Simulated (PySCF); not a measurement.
Several structures and their simulated spectra, in scrambled order.

A. `InChI=1S/C7H8F2/c8-6(9)7-3-1-2-5(7)4-7/h1,3,5-6H,2,4H2/t5-,7-/m1/s1`
B. SMILES FC(F)F
C. SMILES C=CCC1(C)CC1
D. `C(/C(=C)CC)=C\C`

Spectrum 1. $^{1}$H NMR (500 MHz, computed): δ 6.64 (q, J = 88.0 Hz, 1H). $^{13}$C{$^{1}$H} NMR (computed): δ 124.4 (CH, q, J = 349.3 Hz).

Spectrum 2. $^{1}$H NMR (500 MHz, computed): δ 6.30 (d, 1H), 5.95 (m, 1H), 5.19 (m, 1H), 5.09 (m, 1H), 2.30 (q, 2H), 2.00 (d, 3H), 1.13 (t, 3H). $^{13}$C{$^{1}$H} NMR (computed): δ 157.0 (C), 139.2 (CH), 133.2 (CH), 120.9 (CH2), 30.9 (CH2), 22.9 (CH3), 18.6 (CH3).

Spectrum 3. $^{1}$H NMR (500 MHz, computed): δ 6.51 (m, 1H), 6.23 (m, 1H), 5.73 (m, 1H), 2.78 (m, 1H), 2.47 (m, 1H), 1.94 (m, 1H), 1.50 (m, 1H), 0.04 (m, 1H). $^{13}$C{$^{1}$H} NMR (computed): δ 140.4 (CH), 139.7 (CH), 122.2 (CH), 43.0 (C), 40.7 (CH2), 25.5 (CH), 21.0 (CH2).

Spectrum 4. $^{1}$H NMR (500 MHz, computed): δ 6.21 (m, 1H), 5.45 (m, 1H), 5.36 (m, 1H), 2.00 (d, 2H), 1.07 (s, 3H), 0.32 (m, 2H), 0.29 (m, 2H). $^{13}$C{$^{1}$H} NMR (computed): δ 148.0 (CH), 122.2 (CH2), 49.7 (CH2), 24.5 (CH3), 17.5 (C), 14.4 (CH2).

- geometry: GFN2-xTB
- J couplings at B3LYP/pcJ-1
- PBE0/pcSseg-1 with gauge-including orbitals
- code: PySCF
- rapidly exchanging positions averaged, relativity neglected, isolated molecule, one computed conformer

Referencing at the same level of theory: $^{1}$H (σ = 31.72 ppm) and $^{13}$C (σ = 186.93 ppm) vs TMS. Multiplet labels drop J under 1 Hz and among equivalent protons, and merge close values. Unscaled 3J(H,H) run several per cent high. Splittings of carbon signals by F and P are missing where no couplings were computed. Where no couplings were computed, multiplicities follow the n + 1 count of equivalent neighbours, and m marks all less simple cases (inequivalent or close neighbours, rings, F or P nearby). One-bond C–F couplings are unscaled and too large by tens of Hz. Shifts are as computed. Against solution values, carbons near 30 ppm lie about +3 ppm off and those near 130 ppm about +5 ppm. Of 1211 compounds with measured shifts, 218 miss one by over three times the rms of a fit or turn the order of signals round; such compounds aren't used in these exercises.

**Question.** Match each spectrum to its structure.

**Answer.** 1–B, 2–D, 3–A, 4–C.

- Spectrum 1 (B): a single $^{13}$C signal, at 124.4 ppm (CF3 carbon); δH 6.64 is the hydrogen on a CF3 carbon.
- Spectrum 2 (D): 7 $^{13}$C signals; δC 157.0 is a fully substituted alkene carbon; δC 139.2 is an alkene CH.
- Spectrum 3 (A): 7 $^{13}$C signals; δC 140.4 is an alkene CH; δC 139.7 is an alkene CH.
- Spectrum 4 (C): 6 $^{13}$C signals; δC 148.0 is an alkene CH; δC 122.2 is a terminal =CH2 carbon.
